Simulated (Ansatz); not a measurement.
# Fe (Im-3m) in Ansatz: notebook

Aim: see how the results for Fe move with the level of theory and the settings. Levels: BLYP+D4, RPBE. Tasks: relaxation of cell and atoms.

All numbers are computed with Ansatz 0.2.0; they aren't measurements. Logs are shortened: lines on timing, memory, paths and dates and some standing lists are left out, and cuts for length are marked.

## Step 1: The structure

The structure is cubic, space group Im-3m (No. 229). Conventional cell: a = 2.886 Å, b = 2.886 Å, c = 2.886 Å, α = 90.00°, β = 90.00°, γ = 90.00°. Around Fe (site symmetry m-3m) lie 8 Fe at 2.50 Å.

## Step 2: Relaxation of cell and atoms, BLYP+D4, collinear spin, ferromagnetic start

Contents of input.yaml:

```yaml
crystal:
  lattice:
    - [-1.443, 1.443, 1.443]
    - [1.443, -1.443, 1.443]
    - [1.443, 1.443, -1.443]
  atoms:
    - { symbol: Fe, position: [0.0, 0.0, 0.0], spin: 3.0 }
kpoints:
  mp_grid: { grid: [13, 13, 13] }
scf:
  occupations: { method: fermi_dirac, width: 0.05 }
hamiltonian:
  xc: blyp
  dispersion: d4
  pseudopotentials: { kind: all_electron, lapw: { basis_error: 0.001 } }
magnetization:
  spin_polarized: true
output:
  forces: true
  stress: true
relax:
  f_tol: 0.005
  max_steps: 60
  cell: {}
```

Potentials or basis: all-electron LAPW, scalar-relativistic.

The run is started by

```sh
$ ansatz run input.yaml --threads 2 --pin off --max-ram 6144MiB --backend cpu --events-out ev --progress --plain --runs-dir out
```

The log of the run:

```text
Warning: RAYON_NUM_THREADS=2 ignored (pool sized by the plan → 2); use --threads N
The last accepted step is kept in <dir> (removed where the run ends without a failure and the disk answers)
LAPW: plane waves up to 9.229 Å⁻¹, error target 1.0e-3 eV per atom; small_component_spin mean_spin; Fe in spheres of 1.212 Å, 16 of its electrons in bands, Dirac shells [] (how accurate: hamiltonian.pseudopotentials.lapw.basis_error, Limitations)
Engine: ansatz 0.2.0, aarch64-unknown-linux-gnu
Pseudopotentials: kind: all_electron
Pseudopotential: Fe, LAPW, valence charge 16, lapw/all_electron/scalar/gaussian/Fe, Koelling and Harmon's equation, gaussian nucleus
Functional definition: BLYP
  parameter beta = 0.0042
  parameter a = 0.04918
  parameter b = 0.132
  parameter c = 0.2533
  parameter d = 0.349
  exchange = b88_x(beta = beta)
  correlation = lyp_c(a = a, b = b, c = c, d = d)
Crystal: 1 atoms, lattice volume = 12.019 Å³
Basis set: ecut = 324.5467960310588 eV, 141 PW (Γ), exchange–correlation at level 2
Bands: 14, of which v1, the nominal top of the filled ones, is band 8 counted from 1 (7 counted from 0)
Symmetry: 48 space group operations
Space group: Im-3m (ITA 229), of the structure as read, at distance tolerance 2.3e-5 Å
Magnetic group: BNS 229.140 (UNI 1642), of the structure as read, at distance tolerance 2.3e-5 Å
k-points: 84 of 2197
Non-local potential: Fe, projectors of the file, none
Initial density: superposition of atomic densities (chi_scale 0.1, normalization cell)
Starting moments: Σ|m| = 3 μB on 1 of 1 site
Initial wavefunctions: plane waves of lowest kinetic energy (no species holds an atomic orbital)
Functional: x = b88, c = lyp
iter 1 solved again at ethr=7.94e-6 eV; its pass at ethr=1.00e-1 eV (dr2=1.27e-3 eV) is discarded
SCF iter   1: F=—  HF=-34642.338859 eV  |F-HF|=—  |Δ(HF+E_count)|=         —  Δρ=1.99e-2 (↑1.94e-2 ↓1.99e-2)  dr2=1.28e-3  dr2_m=4.15e-2  M=2.537 μB ∫|m|=2.581 μB  β_m=0.30  ethr=7.94e-6  ⟨swp⟩=3.9  Hψ=18932  notcnv=0
Mixer restart at iter 1: flushing history
preconditioner: auto → none  [metal: Δε(μ)=0.015 eV  Ē_g=14.585 eV  σ=0.050 eV  W_gap=0.08  n_scr=0 (ndim 8)  ℏωp=30.3 eV  f_vac=0.000  D(μ)=0.95/eV (n_scr^D=12)]
SCF iter   2: F=—  HF=-34642.387768 eV  |F-HF|=—  |Δ(HF+E_count)|=         —  Δρ=2.00e-2 (↑1.98e-2 ↓2.00e-2)  dr2=9.55e-4  dr2_m=4.29e-2  M=2.402 μB ∫|m|=2.453 μB  β_m=0.30  ethr=7.94e-6  ⟨swp⟩=2.9  Hψ=6536  notcnv=0
Mixer restart at iter 2: flushing history
SCF iter   3: F=—  HF=-34642.405181 eV  |F-HF|=—  |Δ(HF+E_count)|=   1.74e-2  Δρ=1.57e-2 (↑1.55e-2 ↓1.57e-2)  dr2=5.70e-4  dr2_m=2.64e-2  M=2.364 μB ∫|m|=2.428 μB  β_m=0.55  ethr=5.97e-6  ⟨swp⟩=2.7  Hψ=6239  notcnv=0
SCF iter   4: F=—  HF=-34642.433642 eV  |F-HF|=—  |Δ(HF+E_count)|=   2.85e-2  Δρ=4.38e-3 (↑4.38e-3 ↓3.60e-3)  dr2=2.22e-4  dr2_m=1.67e-3  M=2.202 μB ∫|m|=2.317 μB  β_m=0.54  ethr=3.56e-6  ⟨swp⟩=3.0  Hψ=7591  notcnv=0
[... 51 lines left out ...]
SCF iter   6: F=-34642.465016 eV  HF=-34642.465016 eV  |F-HF|=1.59e-9  |Δ(HF+E_count)|=   5.40e-8  Δρ=9.24e-7 (↑7.19e-7 ↓9.24e-7)  dr2=1.66e-10  dr2_m=1.24e-12  M=2.084 μB ∫|m|=2.184 μB  ethr=8.72e-12  ⟨swp⟩=3.0  Hψ=6635  notcnv=0
SCF 4 converged in 6 iterations: F = -34642.465016 eV  dr2 = 1.66e-10
relax step   4: F+E_penalty+E_count = -34642.46501645 eV  Δ(F+E_penalty+E_count) = -2.916e-4 eV  max|allowed force component| = 0.000e0 eV/Å  Δτ_max = 0.0000 Å  P = -0.032 GPa  Ω = 11.230 Å³  (6 SCF iters, accepted)
iter 1 solved again at ethr=1.00e-12 eV; its pass at ethr=1.00e-1 eV (dr2=1.88e-11 eV) is discarded
SCF iter   1: F=—  HF=-34642.465017 eV  |F-HF|=—  |Δ(HF+E_count)|=         —  Δρ=4.60e-7 (↑1.17e-7 ↓4.60e-7)  dr2=1.89e-11  dr2_m=3.38e-12  M=2.084 μB ∫|m|=2.184 μB  β_m=0.65  ethr=1.00e-12  ⟨swp⟩=5.8  Hψ=13442  notcnv=0
preconditioner: auto → none  [metal: Δε(μ)=0.049 eV  Ē_g=15.182 eV  σ=0.050 eV  W_gap=0.23  n_scr=0 (ndim 8)  ℏωp=31.3 eV  f_vac=0.000  D(μ)=1.00/eV (n_scr^D=12)]
SCF iter   2: F=—  HF=-34642.465017 eV  |F-HF|=—  |Δ(HF+E_count)|=   1.57e-9  Δρ=2.51e-7 (↑9.10e-8 ↓2.51e-7)  dr2=2.22e-12  dr2_m=2.70e-12  M=2.084 μB ∫|m|=2.184 μB  β_m=0.65  ethr=1.00e-12  ⟨swp⟩=2.0  Hψ=5928  notcnv=0
SCF iter   3: F=-34642.465017 eV  HF=-34642.465017 eV  |F-HF|=4.07e-10  |Δ(HF+E_count)|=  4.87e-10  Δρ=3.56e-7 (↑3.34e-7 ↓3.56e-7)  dr2=2.93e-11  dr2_m=6.61e-14  M=2.084 μB ∫|m|=2.184 μB  ethr=1.00e-12  ⟨swp⟩=2.0  Hψ=5928  notcnv=0
SCF 5 converged in 3 iterations: F = -34642.465017 eV  dr2 = 2.93e-11
relax step   5: F+E_penalty+E_count = -34642.46501689 eV  Δ(F+E_penalty+E_count) = -4.348e-7 eV  max|allowed force component| = 0.000e0 eV/Å  Δτ_max = 0.0000 Å  P = -0.032 GPa  Ω = 11.230 Å³  stress off target by 3.18e-2 GPa  SCF on the basis re-selected at this cell (its energy is not comparable with the rows above)  (3 SCF iters)
basis re-selected at this cell: Δ(F+E_penalty+E_count) = -4.348e-7 eV, ΔP = -0.000 GPa vs the last step (what re-selecting the basis moved, after the strain that the cell walked since its last selection, with what the two solves' SCF thresholds leave and, on support functions, any second-order correction that the steps lacked; it is no measure of the basis error at this ecutwfc). This SCF's stress stands 3.18e-2 GPa from its target on what of the cell is left free (relax.cell.stress_tol is 5.00e-2 GPa) and its largest allowed force component is 0.00e0 eV/Å (relax.f_tol is 5.00e-3 eV/Å): within both
SCF converged after 3 iterations
Magnetization: 2.0836 μB (9.0418 up, 6.9582 down)
Absolute magnetization: 2.1839 μB (∫|ρ↑−ρ↓|)
Spin contamination: 0.0325 ħ² per cell (⟨S²⟩ above its minimum at these occupations)
Per-site moments (μB) at R_I (Å): [(2.132993740351452, 1.1850765197914108)]
Free energy (F): -34642.465017 eV
Harris-Foulkes:  -34642.465017 eV  (|F-HF|=4.07e-10)
Internal energy: -34642.456930 eV  (E = F + TS)
E sigma→0 (E₀):  -34642.460974 eV
Entropy (-TS):   -0.008087 eV (-8.087 meV/atom)
Fermi energy:    19.439101 eV
--- Per-component energies (eV) ---
  E_band       = -197.151625
  E_kinetic    = 35123.832041
  E_xc         = -1530.998694
  E_electrostatic = -68234.604858  (all electrons and nuclei)
  E_disp       = -0.685420  (pairwise vdW)
  E_smearing   = -0.008087  (= −TS)
  E_closure    = 0.000000  (closes the sum)
  E_atoms      = -34633.820301  (free atoms, spherical and without spin; not in F)
  Σ components = -34642.465017   (vs F -34642.465017, Δ=0.00e0)
  Basis errors (estimates in eV, not in F): energy 3.0e-4 per atom: plane waves 2.6e-4 (1.5e-4 summed), levels above the bands 5.7e-146, relativity 1.8e-8, radial functions 3.0e-5, core shells 1.8e-8; eigenvalues (radial functions only) 2.1e-5; not estimated: angular momenta, meshes, grids; target (lapw.basis_error) 1.0e-3; muffin-tin radii Fe 1.185 Å
--- Forces (eV/Å), atoms counted from 1 ---
  atom   1  Fe     0.00000000     0.00000000    -0.00000000
  max |Σ_I F_I| component: 2.10e-31 eV/Å
--- Stress (GPa, compression-positive) ---
       -0.031813       0.000000       0.000000
        0.000000      -0.031813       0.000000
        0.000000       0.000000      -0.031813
  P = ⅓ Tr σ = -0.0318 GPa (-0.318 kbar)
--- Relaxed structure (4 steps of the walk, 4 accepted, 1 SCFs on fresh bases) ---
  F+E_penalty+E_count = -34642.46501689 eV   max|allowed force component| = 0.000e0 eV/Å   (the final SCF, on the basis selected at the relaxed cell)
  cell:  # Å, volume = 11.2303 Å³
    - [-1.4107304286748799, 1.4107304286748799, 1.4107304286748799]
    - [1.4107304286748799, -1.4107304286748799, 1.4107304286748799]
    - [1.4107304286748799, 1.4107304286748799, -1.4107304286748799]
  atoms:
    - { symbol: Fe, position: [0.0, 0.0, 0.0] }
```

Run time: 26 s. Hardware: 2 threads of Arm Neoverse V1, shared host; peak memory 0.36 GiB.

Results:

```
Free energy                            : -34642.4650 eV
Relaxed volume                         : 11.23 Å³/atom
Relaxed cell                           : a = 2.443 Å, b = 2.443 Å, c = 2.443 Å, α = 109.47°, β = 109.47°, γ = 109.47°
Space group after relaxing (to 0.05 Å) : Im-3m (No. 229)
Energy gained by relaxing              : 31.1 meV/atom
Ionic steps                            : 5
Pressure after relaxing                : 0.0 GPa
Net moment                             : 2.08 μB per cell
Absolute moment                        : 2.18 μB per cell
Site moments                           : Fe +2.13 μB
```

The path:
| step | energy change (eV) | largest force (eV/Å) | volume (Å³) |
| --- | --- | --- | --- |
| 1 | 0.0000 | 0.0000 | 12.02 |
| 2 | -0.0265 | 0.0000 | 11.52 |
| 3 | -0.0308 | 0.0000 | 11.16 |
| 4 | -0.0311 | 0.0000 | 11.23 |
| 5 | -0.0311 | 0.0000 | 11.23 |

Final structure:
```yaml
crystal:
  lattice:
    - [-1.41073, 1.41073, 1.41073]
    - [1.41073, -1.41073, 1.41073]
    - [1.41073, 1.41073, -1.41073]
  atoms:
    - { symbol: Fe, position: [0.00000, 0.00000, 0.00000] }
```

## Step 3: Relaxation of cell and atoms, RPBE, collinear spin, ferromagnetic start

Changes to input.yaml since step 2:

```diff
@@ -12,4 +12,3 @@
 hamiltonian:
-  xc: blyp
-  dispersion: d4
+  xc: rpbe
   pseudopotentials: { kind: all_electron, lapw: { basis_error: 0.001 } }
@@ -21,3 +20,3 @@
 relax:
-  f_tol: 0.005
+  f_tol: 0.01
   max_steps: 60
```

Potentials or basis: all-electron LAPW, scalar-relativistic.

The run is started by

```sh
$ ansatz run input.yaml --threads 2 --pin off --max-ram 6144MiB --backend cpu --events-out ev --progress --plain --runs-dir out
```

The log of the run:

```text
Warning: RAYON_NUM_THREADS=2 ignored (pool sized by the plan → 2); use --threads N
[... 1 set-up line as earlier in the session ...]
LAPW: plane waves up to 9.235 Å⁻¹, error target 1.0e-3 eV per atom; small_component_spin mean_spin; Fe in spheres of 1.212 Å, 16 of its electrons in bands, Dirac shells [] (how accurate: hamiltonian.pseudopotentials.lapw.basis_error, Limitations)
[... 3 set-up lines as earlier in the session ...]
Functional definition: RPBE
  parameter kappa = 0.804
  parameter beta = 0.06672455060314922
  exchange = rpbe_x(kappa = kappa, mu = beta*pi^2/3)
  correlation = pbe_c(beta = beta)
Crystal: 1 atoms, lattice volume = 12.019 Å³
Basis set: ecut = 324.90081974219333 eV, 141 PW (Γ), exchange–correlation at level 2
Bands: 14, of which v1, the nominal top of the filled ones, is band 8 counted from 1 (7 counted from 0)
[... 2 set-up lines as earlier in the session ...]
Magnetic group: BNS 229.140 (UNI 1642), of the structure as read, at distance tolerance 2.3e-5 Å
k-points: 84 of 2197
[... 2 set-up lines as earlier in the session ...]
Starting moments: Σ|m| = 3 μB on 1 of 1 site
[... 1 set-up line as earlier in the session ...]
Functional: x = rpbe, c = pbe(β = 0.06672455060314922)
iter 1 solved again at ethr=4.03e-5 eV; its pass at ethr=1.00e-1 eV (dr2=6.44e-3 eV) is discarded
SCF iter   1: F=—  HF=-34638.775235 eV  |F-HF|=—  |Δ(HF+E_count)|=         —  Δρ=1.81e-2 (↑1.74e-2 ↓1.81e-2)  dr2=6.58e-3  dr2_m=3.15e-2  M=2.596 μB ∫|m|=2.637 μB  β_m=0.30  ethr=4.03e-5  ⟨swp⟩=3.3  Hψ=17590  notcnv=0
Mixer restart at iter 1: flushing history
[... 67 lines left out ...]
SCF converged after 3 iterations
Magnetization: 2.1929 μB (9.0964 up, 6.9036 down)
Absolute magnetization: 2.3368 μB (∫|ρ↑−ρ↓|)
Spin contamination: 0.0439 ħ² per cell (⟨S²⟩ above its minimum at these occupations)
Per-site moments (μB) at R_I (Å): [(2.2629137883885377, 1.2005575764688794)]
Free energy (F): -34638.899482 eV
Harris-Foulkes:  -34638.899482 eV  (|F-HF|=5.29e-9)
Internal energy: -34638.890036 eV  (E = F + TS)
E sigma→0 (E₀):  -34638.894759 eV
Entropy (-TS):   -0.009446 eV (-9.446 meV/atom)
Fermi energy:    18.142904 eV
--- Per-component energies (eV) ---
  E_band       = -217.535082
  E_kinetic    = 35116.066441
  E_xc         = -1527.458494
  E_electrostatic = -68227.497984  (all electrons and nuclei)
  E_smearing   = -0.009446  (= −TS)
  E_closure    = 0.000000  (closes the sum)
  E_atoms      = -34630.262560  (free atoms, spherical and without spin; not in F)
  Σ components = -34638.899482   (vs F -34638.899482, Δ=0.00e0)
  Basis errors (estimates in eV, not in F): energy 3.0e-4 per atom: plane waves 2.5e-4 (1.3e-4 summed), levels above the bands 3.4e-140, relativity 2.3e-8, radial functions 5.1e-5, core shells 1.2e-8; eigenvalues (radial functions only) 2.0e-5; not estimated: angular momenta, meshes, grids; target (lapw.basis_error) 1.0e-3; muffin-tin radii Fe 1.201 Å
--- Forces (eV/Å), atoms counted from 1 ---
  atom   1  Fe     0.00000000     0.00000000     0.00000000
  max |Σ_I F_I| component: 6.57e-32 eV/Å
--- Stress (GPa, compression-positive) ---
       -0.045851      -0.000000       0.000000
       -0.000000      -0.045851      -0.000000
        0.000000      -0.000000      -0.045851
  P = ⅓ Tr σ = -0.0459 GPa (-0.459 kbar)
--- Relaxed structure (4 steps of the walk, 4 accepted, 1 SCFs on fresh bases) ---
  F+E_penalty+E_count = -34638.89948234 eV   max|allowed force component| = 0.000e0 eV/Å   (the final SCF, on the basis selected at the relaxed cell)
  cell:  # Å, volume = 11.6762 Å³
    - [-1.4291592789290313, 1.4291592789290313, 1.4291592789290313]
    - [1.4291592789290313, -1.4291592789290313, 1.4291592789290313]
    - [1.4291592789290313, 1.4291592789290313, -1.4291592789290313]
  atoms:
    - { symbol: Fe, position: [0.0, 0.0, 0.0] }
```

Run time: 24 s. Hardware: 2 threads of Arm Neoverse V1, shared host; peak memory 0.35 GiB.

What came out:

```yaml
Free_energy: -34638.8995 eV
Relaxed_volume: 11.68 Å³/atom
Relaxed_cell: a = 2.475 Å, b = 2.475 Å, c = 2.475 Å, α = 109.47°, β = 109.47°, γ = 109.47°
Space_group_after_relaxing_to_0.05_Å: Im-3m (No. 229)
Energy_gained_by_relaxing: 4.2 meV/atom
Ionic_steps: 5
Pressure_after_relaxing: 0.0 GPa
Net_moment: 2.19 μB per cell
Absolute_moment: 2.34 μB per cell
Site_moments: Fe +2.26 μB
```

Step by step:
```
step  energy change (eV)  largest force (eV/Å)  volume (Å³)
   1              0.0000                0.0000        12.02
   2             -0.0029                0.0000        11.86
   3             -0.0041                0.0000        11.64
   4             -0.0042                0.0000        11.68
   5             -0.0042                0.0000        11.68
```

Final structure:
```
Fe
1.0
    -1.42916    1.42916    1.42916
     1.42916   -1.42916    1.42916
     1.42916    1.42916   -1.42916
Fe
1
Direct
  0.00000 0.00000 0.00000
```
